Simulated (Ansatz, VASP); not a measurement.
**Cross-check of Y2Ti2S2O5 between VASP and Ansatz**

Aim: how closely do two programs agree when they are given the same cell, functional and k mesh?

Program: Ansatz 0.2.0. Level of theory: plane waves, with VASP 6.6.1 beside it; band structure at LDA. Results are calculated unless marked as measured.

### Step 1. Starting point

The structure is tetragonal, space group I4/mmm (No. 139). Conventional cell: a = 3.796 Å, b = 3.796 Å, c = 23.091 Å, α = 90.00°, β = 90.00°, γ = 90.00°. Nearest to Y lie 4 O at 2.46 Å and 5 S at 2.83 to 2.96 Å. Nearest to Ti lie 5 O at 1.81 to 1.96 Å and 1 S at 2.93 Å. S has 5 Y at 2.83 to 2.96 Å and 1 Ti at 2.93 Å nearest. O has 2 Ti at 1.96 Å and 2 Y at 2.46 Å nearest. O has 2 Ti at 1.81 Å nearest. Farther neighbours and most contacts between anions are not listed.

### Step 2. Ansatz: band structure, LDA

Ansatz runs on its default PAW (the set named soft_2) files.

Levels along a path test the potential and the projectors away from the mesh points.

input.yaml reads:

```yaml
crystal:
  lattice:
    - [-1.898002, 1.898002, 11.54533]
    - [1.898002, -1.898002, 11.54533]
    - [1.898002, 1.898002, -11.54533]
  atoms:
    - { symbol: "Y", position: [0.333302, 0.333302, 0.0] }
    - { symbol: "Y", position: [0.666698, 0.666698, 0.0] }
    - { symbol: Ti, position: [0.078507, 0.078507, 0.0] }
    - { symbol: Ti, position: [0.921493, 0.921493, 0.0] }
    - { symbol: S, position: [0.205248, 0.205248, 0.0] }
    - { symbol: S, position: [0.794752, 0.794752, 0.0] }
    - { symbol: O, position: [0.099195, 0.599195, 0.5] }
    - { symbol: O, position: [0.400805, 0.900805, 0.5] }
    - { symbol: O, position: [0.599195, 0.099195, 0.5] }
    - { symbol: O, position: [0.900805, 0.400805, 0.5] }
    - { symbol: O, position: [0.0, 0.0, 0.0] }
hamiltonian:
  xc: lda
  pseudopotentials: { kind: paw }
kpoints:
  mp_grid: { grid: [8, 8, 8] }
  band_path:
    path:
      - [0.0, 0.0, 0.0]
      - [-0.21429, 0.21429, 0.0]
      - [-0.42857, 0.42857, 0.0]
      - [-0.5, 0.5, -0.00193]
      - [-0.5, 0.5, -0.00772]
      - [-0.5, 0.5, -0.01351]
      - [-0.4305, 0.4305, -0.08301]
      - [-0.32625, 0.32625, -0.18726]
      - [-0.25676, 0.25676, -0.25676]
      - [-0.14672, 0.14672, -0.14672]
      - [-0.03668, 0.03668, -0.03668]
      - [0.07143, 0.07143, -0.07143]
      - [0.28571, 0.28571, -0.28571]
      - [0.5, 0.5, -0.5]
      - [0.4305, 0.5695, -0.5695]
      - [0.32625, 0.67375, -0.67375]
      - [0.25676, 0.74324, -0.74324]
      - [0.14672, 0.639, -0.639]
      - [0.03668, 0.53475, -0.53475]
      - [-0.03571, 0.53571, -0.46429]
      - [-0.14286, 0.64286, -0.35714]
      - [-0.25, 0.75, -0.25]
      - [-0.17471, 0.81757, -0.32143]
      - [-0.06178, 0.91892, -0.42857]
      - [0.01351, 0.98649, -0.5]
      - [0.22201, 0.77799, -0.5]
      - [0.4305, 0.5695, -0.5]
      - [-0.46429, 0.53571, -0.03571]
      - [-0.35714, 0.64286, -0.14286]
      - [-0.25, 0.75, -0.25]
    npoints: 1
scf:
  occupations: { method: gaussian, width: 0.03 }
  n_extra_bands: 11
output:
  forces: true
  stress: true
  eigenvalues: true
  write_density: true
  write_potential: true
  elf: true
  volumetric_format: npy
```

The run is started by

```sh
$ ansatz run input.yaml --threads 4 --pin off --max-ram 9216MiB --backend cpu --events-out ev --progress --plain --runs-dir out
```

Numbers of over 12 decimals in the logs are rounded to 6 here.

Log:

```text
basis.fft_grid_basis auto: the FFT boxes are laid along the combinations [[1, -1, 0], [0, 1, 0], [1, 0, 1]] of the cell's own vectors, 5.368, 11.853 and 3.796 Å long. The dense box has 36×80×27 points. Along the cell's own vectors, as sized, it would have 80×80×80, 6.58 times as many. Of the 16 symmetry operations that the crystal satisfies within crystal.symmetry.tolerance (time reversal apart; of a slab, those that [...]
scf.n_extra_bands = 11 over 44 filled bands (N_el = 88.0): the run solves 55 bands
Engine: ansatz 0.2.0, x86_64-unknown-linux-gnu
Pseudopotentials: kind: paw
Pseudopotential: Y, paw, valence charge 11, recommended cutoff 420 eV (normal), Y.paw.azcp
Pseudopotential: Ti, paw, valence charge 12, recommended cutoff 420 eV (normal), Ti.paw.azcp
Pseudopotential: S, paw, valence charge 6, recommended cutoff 420 eV (normal), S.paw.azcp
Pseudopotential: O, paw, valence charge 6, recommended cutoff 420 eV (normal), O.paw.azcp
Functional definition: SPW92
  exchange = slater_x
  correlation = pw_c
Crystal: 11 atoms, lattice volume = 166.364 Å³
Basis set: ecut = 420 eV, 3235 PW (Γ), FFT grids on a1−a2, a2, a1+a3
Bands: 55, of which v1, the nominal top of the filled ones, is band 44 counted from 1 (43 counted from 0)
Symmetry: 16 space group operations
Space group: I4/mmm (ITA 139), of the structure as read, at distance tolerance 5.5e-5 Å
k-points: 59 of 512
Non-local potential: Y, projectors of the file, l = 0: 3, l = 1: 2, l = 2: 2, l = 3: 1
Non-local potential: Ti, projectors of the file, l = 0: 3, l = 1: 2, l = 2: 3, l = 3: 1
Non-local potential: S, projectors of the file, l = 0: 2, l = 1: 2, l = 2: 2
Non-local potential: O, projectors of the file, l = 0: 2, l = 1: 2, l = 2: 1
PAW form: soft (Blöchl's): semilocal exchange-correlation on the pseudo side does not see the compensation charge
PAW frozen core: Y, regenerated for the run's functional, and the local potential with it (the file was generated under x = pbe(κ = 0.804, μ = 0.219515), c = pbe(β = 0.066725))
PAW frozen core: Ti, regenerated for the run's functional, and the local potential with it (the file was generated under x = pbe(κ = 0.804, μ = 0.219515), c = pbe(β = 0.066725))
PAW frozen core: S, regenerated for the run's functional, and the local potential with it (the file was generated under x = pbe(κ = 0.804, μ = 0.219515), c = pbe(β = 0.066725))
PAW frozen core: O, regenerated for the run's functional, and the local potential with it (the file was generated under x = pbe(κ = 0.804, μ = 0.219515), c = pbe(β = 0.066725))
PAW one-centre angular grid: Y, 590 points (default); XC on 64 Gauss nodes
PAW one-centre angular grid: Ti, 590 points (default); XC on 64 Gauss nodes
PAW one-centre angular grid: S, 110 points (default); XC on 64 Gauss nodes
PAW one-centre angular grid: O, 110 points (default); XC on 64 Gauss nodes
Initial density: superposition of atomic densities (neutral atoms: chi_scale 0, normalization atom), corrected by the library's trained network
Initial wavefunctions: pseudopotential atomic-orbital guess
Functional: x = slater, c = lda
SCF iter   1: F=—  HF=-16927.590959 eV  |F-HF|=—  |Δ(HF+E_count)|=         —  Δρ=1.54e-2  dr2=4.05e-1  ethr=1.77e-3  ⟨swp⟩=5.9  Hψ=12836  notcnv=0  defer=21
preconditioner: auto → Resta (q_TF=auto, 2.454 Å⁻¹)  ε∞=4.9  [insulator: Δε(μ)=0.810 eV  Ē_g=12.009 eV  σ=0.030 eV  W_gap=1.00  n_scr=44 (ndim 8)  ℏωp=23.7 eV  f_vac=0.083  D(μ)=0.00/eV (n_scr^D=0)  ε∞_Penn≈4.9]
SCF iter   2: F=—  HF=-16927.525783 eV  |F-HF|=—  |Δ(HF+E_count)|=   6.52e-2  Δρ=9.00e-3  dr2=1.07e-1  ethr=4.61e-4  ⟨swp⟩=2.2  Hψ=5826  notcnv=0  defer=265
SCF iter   3: F=—  HF=-16927.506670 eV  |F-HF|=—  |Δ(HF+E_count)|=   1.91e-2  Δρ=2.81e-3  dr2=1.09e-2  ethr=1.21e-4  ⟨swp⟩=2.3  Hψ=4983  notcnv=0  defer=265
SCF iter   4: F=—  HF=-16927.504554 eV  |F-HF|=—  |Δ(HF+E_count)|=   2.12e-3  Δρ=1.07e-3  dr2=1.24e-3  ethr=1.24e-5  ⟨swp⟩=2.0  Hψ=3978  notcnv=0  defer=265
SCF iter   5: F=—  HF=-16927.504369 eV  |F-HF|=—  |Δ(HF+E_count)|=   1.85e-4  Δρ=4.25e-4  dr2=2.84e-4  ethr=1.41e-6  ⟨swp⟩=2.0  Hψ=4361  notcnv=0  defer=265
SCF iter   6: F=—  HF=-16927.504330 eV  |F-HF|=—  |Δ(HF+E_count)|=   3.90e-5  Δρ=1.07e-4  dr2=2.41e-5  ethr=3.23e-7  ⟨swp⟩=2.0  Hψ=4322  notcnv=0  defer=265
SCF iter   7: F=—  HF=-16927.504205 eV  |F-HF|=—  |Δ(HF+E_count)|=   1.26e-4  Δρ=4.00e-5  dr2=4.28e-6  ethr=2.74e-8  ⟨swp⟩=2.2  Hψ=4395  notcnv=0  defer=265
SCF iter   8: F=—  HF=-16927.504207 eV  |F-HF|=—  |Δ(HF+E_count)|=   2.27e-6  Δρ=9.16e-6  dr2=3.17e-7  ethr=4.86e-9  ⟨swp⟩=2.0  Hψ=3807  notcnv=0  defer=265
SCF iter   9: F=-16927.504207 eV  HF=-16927.504207 eV  |F-HF|=1.53e-8  |Δ(HF+E_count)|=   3.18e-7  Δρ=2.11e-6  dr2=1.35e-8  ethr=1.14e-10  ⟨swp⟩=16.3  Hψ=22474  notcnv=0
SCF 1 converged in 9 iterations: F = -16927.504207 eV  dr2 = 1.35e-8
  greatest PAW one-centre occupation: 0.999 electrons in one spin orbital (limit 2), on the Ti atom at site 3 (counted from 0), in its partial waves of l = 0
NSCF: frozen V_eff on 30 k-points
SCF converged after 9 iterations
Free energy (F): -16927.504207 eV
Harris-Foulkes:  -16927.504207 eV  (|F-HF|=1.53e-8)
Internal energy: -16927.504207 eV  (E = F + TS)
E sigma→0 (E₀):  -16927.504207 eV
Fermi energy:    8.696397 eV
--- Per-component energies (eV) ---
  E_band       = -686.183121
  E_kinetic    = 2237.778208
  E_local      = -6352.980310  (includes V_loc(G=0)·N_el)
  E_nonlocal   = 427.292417
  E_hartree    = 2465.643049
  E_xc         = -1096.156370
  E_vxc        = -1287.725121  (∫ρ·V_xc dr)
  E_paw        = -9313.657212  (= ΣΔE_a)
  E_vpaw       = -641.849288  (= ΣTr[D̂ρ^β])
  E_aug_tail   = 0.012876  (compensation charges beyond the density's cutoff)
  E_ewald      = -5297.538939
  E_core_change = 2.102075  (= ΣΔE_core)
  E_smearing   = -0.000000  (= −TS)
  E_closure    = -0.000000  (closes the sum)
  Σ components = -16927.504207   (vs F -16927.504207, Δ=0.00e0)
--- Forces (eV/Å), atoms counted from 1 ---
  atom   1  Y      0.00000000     0.00000000     0.42916208
  atom   2  Y      0.00000000     0.00000000    -0.42916208
  atom   3  Ti     0.00000000     0.00000000    -0.10156469
  atom   4  Ti     0.00000000     0.00000000     0.10156469
  atom   5  S      0.00000000    -0.00000000    -0.14197304
  atom   6  S     -0.00000000    -0.00000000     0.14197304
  atom   7  O     -0.00000000     0.00000000     0.16130115
  atom   8  O      0.00000000     0.00000000    -0.16130115
  atom   9  O     -0.00000000     0.00000000     0.16130115
  atom  10  O     -0.00000000     0.00000000    -0.16130115
  atom  11  O     -0.00000000     0.00000000    -0.00000000
  max |Σ_I F_I| component: 5.55e-17 eV/Å
--- Stress (GPa, compression-positive) ---
       -9.466984      -0.000000       0.000000
       -0.000000      -9.466984       0.000000
        0.000000       0.000000      -9.284146
  P = ⅓ Tr σ = -9.4060 GPa (-94.060 kbar)
--- Band table (eV; the first three rows and the last of 59) ---
  k-point 0: bands = [... 40 lower, 7.0668, 8.0225, 8.3498, 8.3498, 9.0416, 9.0658, 10.2977, 10.2977, ... 7 higher]
  k-point 1: bands = [... 40 lower, 6.6796, 7.5678, 8.0344, 8.1779, 9.5133, 9.5211, 9.8836, 10.1008, ... 7 higher]
  k-point 2: bands = [... 40 lower, 6.5730, 7.2364, 7.6052, 7.6327, 9.6373, 9.8301, 10.2296, 10.3248, ... 7 higher]
  k-point 58: bands = [... 40 lower, 7.0791, 7.9276, 8.3496, 8.3496, 9.0430, 9.0644, 10.3035, 10.3035, ... 7 higher]
```

Wall time 11 s (4 threads of Intel Xeon at 2.60GHz (Ice Lake), shared host); peak memory 0.86 GiB; 41 s of CPU time.

(Part 1 of 2 ends here.)

[Lines on the potential files, build, host, timing and source positions are cut from VASP's logs without a mark.]

[Logs are printed without paths, hosts, clocks, repeated set-up lines and the standing remarks that a program may print on its own settings, such as how far it seeks lower states.]

[Hosts, paths, dates, database ids (printed as entryN), source tags and the programs' standing remarks are cut or masked in the printed files.]
